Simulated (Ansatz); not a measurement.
# Sb (Fm-3m) in Ansatz: a series of runs

Runs on Sb. Level: PBE. Tasks: single point.

Program: Ansatz 0.2.0. These are calculated values, not measurements. Logs are shortened: lines on timing, memory, paths and dates and some standing lists are left out, and cuts for length are marked.

### 1 The crystal as given

It takes space group Fm-3m (No. 225, cubic). Conventional cell: a = 4.742 Å, b = 4.742 Å, c = 4.742 Å, α = 90.00°, β = 90.00°, γ = 90.00°. Sb (site symmetry m-3m) is surrounded by 12 Sb at 3.35 Å.

This isn't the form of Sb at room conditions, which is rhombohedral.

### 2 Single point, PBE

Input file input.yaml:

```yaml
crystal:
  lattice:
    - [0.0, 2.3712425216, 2.3712425216]
    - [2.3712425216, 0.0, 2.3712425216]
    - [2.3712425216, 2.3712425216, 0.0]
  atoms:
    - { symbol: Sb, position: [0.0, 0.0, 0.0] }
hamiltonian:
  xc: pbe
  pseudopotentials: { kind: paw }
kpoints:
  mp_grid: { grid: [10, 10, 10] }
scf:
  occupations: { method: gaussian, width: 0.016 }
output:
  forces: true
  stress: true
  eigenvalues: true
  write_density: true
  write_potential: true
  elf: true
  volumetric_format: npy
```

Potentials or basis: Ansatz PAW.

Run with:

```bash
$ ansatz run input.yaml --threads 2 --pin off --max-ram 5632MiB --backend cpu --events-out ev --progress --plain --runs-dir out
```

Output:

```text
Warning: RAYON_NUM_THREADS=2 ignored (pool sized by the plan → 2); use --threads N
Engine: ansatz 0.2.0, x86_64-unknown-linux-gnu
Pseudopotentials: kind: paw
Pseudopotential: Sb, paw, valence charge 15, recommended cutoff 420 eV (normal), Sb.paw.azcp
Functional definition: PBE
  parameter kappa = 0.804
  parameter beta = 0.06672455060314922
  exchange = pbe_x(kappa = kappa, mu = beta*pi^2/3)
  correlation = pbe_c(beta = beta)
Crystal: 1 atoms, lattice volume = 26.666 Å³
Basis set: ecut = 420 eV, 531 PW (Γ), exchange–correlation on 48×48×48 points (8 copies of the dense FFT grid, shifted against one another)
Bands: 12, of which v1, the nominal top of the filled ones, is band 8 counted from 1 (7 counted from 0)
Symmetry: 48 space group operations
Space group: Fm-3m (ITA 225), of the structure as read, at distance tolerance 3.0e-5 Å
k-points: 47 of 1000
Non-local potential: Sb, projectors of the file, l = 0: 2, l = 1: 2, l = 2: 2, l = 3: 2
PAW form: soft (Blöchl's): semilocal exchange-correlation on the pseudo side does not see the compensation charge
PAW one-centre angular grid: Sb, 590 points (default); XC on 64 Gauss nodes
Initial density: superposition of atomic densities (neutral atoms: chi_scale 0, normalization atom), corrected by the library's trained network
Initial wavefunctions: pseudopotential atomic-orbital guess
Functional: x = pbe(κ = 0.804, μ = 0.2195149727645171), c = pbe(β = 0.06672455060314922)
SCF iter   1: F=—  HF=-6484.161375 eV  |F-HF|=—  |Δ(HF+E_count)|=         —  Δρ=8.12e-4  dr2=1.30e-4  ethr=1.77e-3  ⟨swp⟩=5.9  Hψ=3410  notcnv=0
preconditioner: auto → none  [insulator: Δε(μ)=0.089 eV  Ē_g=12.614 eV  σ=0.016 eV  W_gap=0.81  n_scr=8 (ndim 8)  ℏωp=16.1 eV  f_vac=0.000  D(μ)=2.93/eV (n_scr^D=50)  ε∞_Penn≈2.6]
SCF iter   2: F=—  HF=-6484.160928 eV  |F-HF|=—  |Δ(HF+E_count)|=   4.47e-4  Δρ=5.63e-4  dr2=7.65e-5  ethr=8.70e-7  ⟨swp⟩=2.3  Hψ=1402  notcnv=0  defer=11
SCF iter   3: F=—  HF=-6484.160937 eV  |F-HF|=—  |Δ(HF+E_count)|=   8.89e-6  Δρ=2.10e-4  dr2=8.27e-6  ethr=5.10e-7  ⟨swp⟩=2.8  Hψ=889  notcnv=0  defer=14
SCF iter   4: F=—  HF=-6484.160945 eV  |F-HF|=—  |Δ(HF+E_count)|=   7.70e-6  Δρ=8.25e-5  dr2=1.24e-6  ethr=5.51e-8  ⟨swp⟩=2.0  Hψ=610  notcnv=0  defer=14
SCF iter   5: F=—  HF=-6484.160946 eV  |F-HF|=—  |Δ(HF+E_count)|=   1.29e-6  Δρ=2.97e-5  dr2=1.93e-7  ethr=8.29e-9  ⟨swp⟩=2.0  Hψ=639  notcnv=0  defer=14
SCF iter   6: F=-6484.160946 eV  HF=-6484.160946 eV  |F-HF|=2.84e-8  |Δ(HF+E_count)|=   7.61e-8  Δρ=8.82e-6  dr2=1.81e-8  ethr=6.67e-10  ⟨swp⟩=9.9  Hψ=3760  notcnv=0
SCF 1 converged in 6 iterations: F = -6484.160946 eV  dr2 = 1.81e-8
SCF converged after 6 iterations
Free energy (F): -6484.160946 eV
Harris-Foulkes:  -6484.160946 eV  (|F-HF|=2.84e-8)
Internal energy: -6484.160573 eV  (E = F + TS)
E sigma→0 (E₀):  -6484.160759 eV
Entropy (-TS):   -0.000373 eV (-0.373 meV/atom)
Fermi energy:    11.773243 eV
--- Per-component energies (eV) ---
  E_band       = -142.081834
  E_kinetic    = 206.740406
  E_local      = -1425.270376  (includes V_loc(G=0)·N_el)
  E_nonlocal   = 361.402996
  E_hartree    = 652.056227
  E_xc         = -138.653391
  E_vxc        = -96.498786  (∫ρ·V_xc dr)
  E_paw        = -4574.317905  (= ΣΔE_a)
  E_vpaw       = -492.561746  (= ΣTr[D̂ρ^β])
  E_aug_tail   = -0.000002  (compensation charges beyond the density's cutoff)
  E_ewald      = -1566.118529
  E_smearing   = -0.000373  (= −TS)
  E_closure    = -0.000000  (closes the sum)
  Σ components = -6484.160946   (vs F -6484.160946, Δ=0.00e0)
--- Forces (eV/Å), atoms counted from 1 ---
  atom   1  Sb     0.00000000     0.00000000     0.00000000
  max |Σ_I F_I| component: 7.40e-32 eV/Å
--- Stress (GPa, compression-positive) ---
        2.012209       0.000000       0.000000
        0.000000       2.012209       0.000000
        0.000000       0.000000       2.012209
  P = ⅓ Tr σ = 2.0122 GPa (20.122 kbar)
--- Band table (eV; the first three rows and the last of 47) ---
  k-point 0: bands = ["-17.4924", "-17.4924", "-17.4924", "-17.4532", "-17.4532", "-1.1652", "17.2304", "17.2304", "17.2304", "22.0140", "22.3694", "22.3694"]
  k-point 1: bands = ["-17.4914", "-17.4882", "-17.4882", "-17.4529", "-17.4529", "-0.9653", "15.5128", "16.9791", "16.9791", "20.9112", "22.8119", "22.8119"]
  k-point 2: bands = ["-17.4889", "-17.4820", "-17.4820", "-17.4475", "-17.4475", "-0.3699", "12.5215", "16.4555", "16.4555", "20.3795", "23.1431", "23.1431"]
  k-point 46: bands = ["-17.4876", "-17.4807", "-17.4469", "-17.4324", "-17.4004", "4.5103", "8.0203", "9.3910", "10.4444", "20.4088", "21.1733", "24.8121"]
```

Run time: 0.56 s. Hardware: 2 threads of Intel Xeon 6975P-C (Granite Rapids), shared host; peak memory 0.33 GiB.

What came out:

```yaml
Free_energy: -6484.1609 eV
Pressure: 2.0 GPa
Band_gap_on_the_k_mesh: none (metal or under the smearing width)
```

### 3 Single point, PBE

input.yaml: that of step 2 with these lines changed.

```diff
@@ -13,3 +13,3 @@
 scf:
-  occupations: { method: gaussian, width: 0.016 }
+  occupations: { method: gaussian, width: 0.017 }
 output:
```

Potentials or basis: Ansatz PAW.

Run with:

```bash
$ ansatz run input.yaml --threads 2 --pin off --max-ram 5632MiB --backend cpu --events-out ev --progress --plain --runs-dir out
```

It took 0.56 s on 2 threads of Intel Xeon 6975P-C (Granite Rapids), shared host; peak memory 0.34 GiB.

The run converged. Its results:

- Free energy: -6484.1610 eV
- Pressure: 2.0 GPa
- Band gap on the k mesh: none (metal or under the smearing width)

Levels at points of the mesh, in eV from the Fermi level:
```tsv
k point	band 3	band 4	band 5	band 6	band 7	band 8	band 9	band 10	band 11	band 12
(0.00, 0.00, 0.00)	-29.27	-29.23	-29.23	-12.94	5.46	5.46	5.46	10.24	10.60	10.60
(0.00, 0.00, -0.50)	-29.26	-29.19	-29.19	-9.12	-5.81	3.74	3.74	8.49	9.57	9.57
(0.00, -0.50, -0.50)	-29.19	-29.17	-29.17	-7.47	-4.91	0.45	0.45	4.25	4.73	19.07
```

### 4 Single point, PBE

input.yaml: that of step 3 with these lines changed.

```diff
@@ -13,3 +13,3 @@
 scf:
-  occupations: { method: gaussian, width: 0.017 }
+  occupations: { method: gaussian, width: 0.018 }
 output:
```

Potentials or basis: Ansatz PAW.

Run with:

```bash
$ ansatz run input.yaml --threads 2 --pin off --max-ram 5632MiB --backend cpu --events-out ev --progress --plain --runs-dir out
```

Output:

```text
Warning: RAYON_NUM_THREADS=2 ignored (pool sized by the plan → 2); use --threads N
[... 8 set-up lines as earlier in the session ...]
Crystal: 1 atoms, lattice volume = 26.666 Å³
Basis set: ecut = 420 eV, 531 PW (Γ), exchange–correlation on 48×48×48 points (8 copies of the dense FFT grid, shifted against one another)
Bands: 12, of which v1, the nominal top of the filled ones, is band 8 counted from 1 (7 counted from 0)
[... 2 set-up lines as earlier in the session ...]
k-points: 47 of 1000
[... 2 set-up lines as earlier in the session ...]
[... 21 lines left out ...]
  E_band       = -142.084150
  E_kinetic    = 206.739517
  E_local      = -1425.269060  (includes V_loc(G=0)·N_el)
  E_nonlocal   = 361.403833
  E_hartree    = 652.055513
  E_xc         = -138.652908
  E_vxc        = -96.498210  (∫ρ·V_xc dr)
  E_paw        = -4574.318935  (= ΣΔE_a)
  E_vpaw       = -492.563585  (= ΣTr[D̂ρ^β])
  E_aug_tail   = -0.000002  (compensation charges beyond the density's cutoff)
  E_ewald      = -1566.118529
  E_smearing   = -0.000422  (= −TS)
  E_closure    = 0.000000  (closes the sum)
  Σ components = -6484.160992   (vs F -6484.160992, Δ=0.00e0)
--- Forces (eV/Å), atoms counted from 1 ---
  atom   1  Sb    -0.00000000     0.00000000     0.00000000
  max |Σ_I F_I| component: 1.19e-31 eV/Å
--- Stress (GPa, compression-positive) ---
        2.006458      -0.000000       0.000000
       -0.000000       2.006458      -0.000000
       -0.000000       0.000000       2.006458
  P = ⅓ Tr σ = 2.0065 GPa (20.065 kbar)
--- Band table (eV; the first three rows and the last of 47) ---
  k-point 0: bands = ["-17.4926", "-17.4926", "-17.4926", "-17.4534", "-17.4534", "-1.1653", "17.2303", "17.2303", "17.2303", "22.0140", "22.3694", "22.3694"]
  k-point 1: bands = ["-17.4916", "-17.4885", "-17.4885", "-17.4532", "-17.4532", "-0.9654", "15.5128", "16.9790", "16.9790", "20.9112", "22.8118", "22.8118"]
  k-point 2: bands = ["-17.4891", "-17.4822", "-17.4822", "-17.4477", "-17.4477", "-0.3700", "12.5215", "16.4555", "16.4555", "20.3795", "23.1431", "23.1431"]
  k-point 46: bands = ["-17.4879", "-17.4809", "-17.4471", "-17.4326", "-17.4006", "4.5103", "8.0203", "9.3910", "10.4444", "20.4088", "21.1732", "24.8121"]
```

rho_z.tsv:

```text
# z_ang	rho[e/angstrom^3]
# format = ansatz-planar-average/11
# lattice	0.000000000	2.371242522	2.371242522
# lattice	2.371242522	0.000000000	2.371242522
# lattice	2.371242522	2.371242522	0.000000000
# sites	1
# site	51	0.000000000	0.000000000	0.000000000
0.000000	1.536217e0
0.139727	1.443089e0
0.279454	1.203652e0
0.419180	9.095835e-1
0.558907	6.462993e-1
0.698634	4.543034e-1
[... 16 lines left out ...]
3.073990	1.203652e0
3.213717	1.443089e0
```

Run time: 0.65 s. Hardware: 2 threads of Intel Xeon 6975P-C (Granite Rapids), shared host; peak memory 0.34 GiB.

Results:

```
Free energy            : -6484.1610 eV
Pressure               : 2.0 GPa
Band gap on the k mesh : none (metal or under the smearing width)
```

Levels at points of the mesh, in eV from the Fermi level:
| k point | band 5 | band 6 | band 7 | band 8 | band 9 | band 10 |
| --- | --- | --- | --- | --- | --- | --- |
| (0.00, 0.00, 0.00) | -29.23 | -12.94 | 5.46 | 5.46 | 5.46 | 10.24 |
| (0.00, 0.00, -0.50) | -29.19 | -9.12 | -5.81 | 3.74 | 3.74 | 8.49 |
| (0.00, -0.50, -0.50) | -29.18 | -7.47 | -4.91 | 0.45 | 0.45 | 4.25 |

Spin-orbit coupling is left out, which matters for the levels of Sb.

### 5 Single point, PBE

input.yaml: that of step 4 with these lines changed.

```diff
@@ -13,3 +13,3 @@
 scf:
-  occupations: { method: gaussian, width: 0.018 }
+  occupations: { method: gaussian, width: 0.019 }
 output:
```

Run with:

```bash
$ ansatz run input.yaml --threads 2 --pin off --max-ram 5632MiB --backend cpu --events-out ev --progress --plain --runs-dir out
```

Run time: 0.66 s. Hardware: 2 threads of Intel Xeon 6975P-C (Granite Rapids), shared host; peak memory 0.34 GiB.

Results (log left out):

```
Free energy            : -6484.1610 eV
Pressure               : 2.0 GPa
Band gap on the k mesh : none (metal or under the smearing width)
```

Levels at points of the mesh, in eV from the Fermi level:
| k point | band 3 | band 4 | band 5 | band 6 | band 7 | band 8 | band 9 | band 10 | band 11 | band 12 |
| --- | --- | --- | --- | --- | --- | --- | --- | --- | --- | --- |
| (0.00, 0.00, 0.00) | -29.27 | -29.23 | -29.23 | -12.94 | 5.45 | 5.45 | 5.45 | 10.24 | 10.59 | 10.59 |
| (0.00, 0.00, -0.50) | -29.26 | -29.19 | -29.19 | -9.12 | -5.81 | 3.74 | 3.74 | 8.49 | 9.57 | 9.57 |
| (0.00, -0.50, -0.50) | -29.19 | -29.18 | -29.18 | -7.48 | -4.91 | 0.45 | 0.45 | 4.25 | 4.73 | 19.06 |

Spin-orbit coupling is left out, which matters for the levels of Sb.

### 6 Overview

```csv
smearing,gap on the mesh (eV),pressure (GPa)
gaussian 0.016 eV,none,2.0
gaussian 0.017 eV,none,2.0
gaussian 0.018 eV,none,2.0
gaussian 0.019 eV,none,2.0
```

Alike in all rows: task single point; level PBE; potentials or basis Ansatz PAW; no spin polarisation; cell as given; k mesh 10 × 10 × 10; cutoff (eV) 420.

Every run on the cell as given and a fine mesh finds a metal.

Total energies depend on the potentials used, so only differences within one code and one set of settings carry meaning.
